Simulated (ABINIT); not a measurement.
The system is SnO.

```xyz
4
Lattice="3.8137 0.0000 0.0000 0.0000 3.8137 0.0000 0.0000 0.0000 4.8869" Properties=species:S:1:pos:R:3 pbc="T T T"
Sn    1.9068    0.0000    3.7367
Sn    0.0000    1.9068    1.1503
O     0.0000    0.0000    0.0000
O     1.9068    1.9068    0.0000
```

The cell is a database's computed one.

* Program: ABINIT 10.8.3 (patched build)
* Task: single point
* Functional: PBE
* Potentials or basis: JTH PAW PBE v2.0
* Cutoff: 626 eV
* k mesh: 7 × 7 × 6
* Occupations: fermi-dirac, width 0.05 eV
* Spin: no spin polarisation

On this cell: pressure 3.2 GPa; largest force 0.360 eV/Å; band gap on the k mesh 0.39 eV, indirect (least direct gap 2.04 eV).

The same run follows on a disturbed copy (atoms moved at random, drawn with an rms of 0.05 Å):

```xyz
4
Lattice="3.8137 0.0000 0.0000 0.0000 3.8137 0.0000 0.0000 0.0000 4.8869" Properties=species:S:1:pos:R:3 pbc="T T T"
Sn    1.9419   -0.0165    3.7618
Sn    0.0122    1.9097    1.0991
O     0.0261    0.0131   -0.0093
O     1.8823    1.8902   -0.0079
```

Question: What does the disturbed cell give?

Answer: The energy moves by +17.3 meV/atom; pressure 5.7 GPa; largest force 1.157 eV/Å; band gap on the k mesh 0.63 eV, indirect (least direct gap 1.93 eV).

Forces on the atoms (eV/Å):
```
Sn  -0.124  0.033 -1.070
Sn  -0.079 -0.003  1.154
O   -0.191 -0.180 -0.027
O    0.394  0.150 -0.057
```

Stress tensor (GPa, compression positive):
```
 5.72  0.03 -0.16
 0.03  5.62  0.01
-0.16  0.01  5.83
```

Caveats: spin-orbit coupling is left out, which moves the levels of the heavy elements; an odd mesh through Γ misses points on the zone boundary, where band edges often lie.
